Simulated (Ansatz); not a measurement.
One crystal and one scan (energy against volume) at two levels, PBE (plane waves to 420 eV, PAW, scalar-relativistic; Ansatz, a first-principles code) and PBEsol (plane waves to 420 eV, PAW, scalar-relativistic; Ansatz), each from its own relaxed cell and on its own mesh.

The crystal is RuO$_{2}$ (rutile); the cell is scaled evenly about its relaxed volume V₀.

E stands for the smeared free energy. RuO2 is run without spin polarisation and with no Hubbard U. RuO2 was relaxed with its symmetry unable to fall. With the shape held, the modulus is that of even scaling; a crystal free to change shape is softer.

```csv
quantity,run 1,run 2
Lattice constant a (Å),4.523,4.466
Lattice constant c (Å),3.119,3.092
Relaxed volume (Å³/atom),10.64,10.28
Bulk modulus at fixed cell shape B₀ (third-order Birch-Murnaghan fit) (GPa),260.1,289.5
```

Question: Which run is which level?

Answer: Run 1 is PBE, run 2 is PBEsol. PBE gives the higher value for: lattice constant a; lattice constant c; relaxed volume. PBE gives the lower value for: bulk modulus at fixed cell shape B₀. Neither level is exact: the differences show how much the result hangs on the functional.

(A scan under strain: stresses follow from slopes of the energy per volume, elastic moduli from its curvatures.)
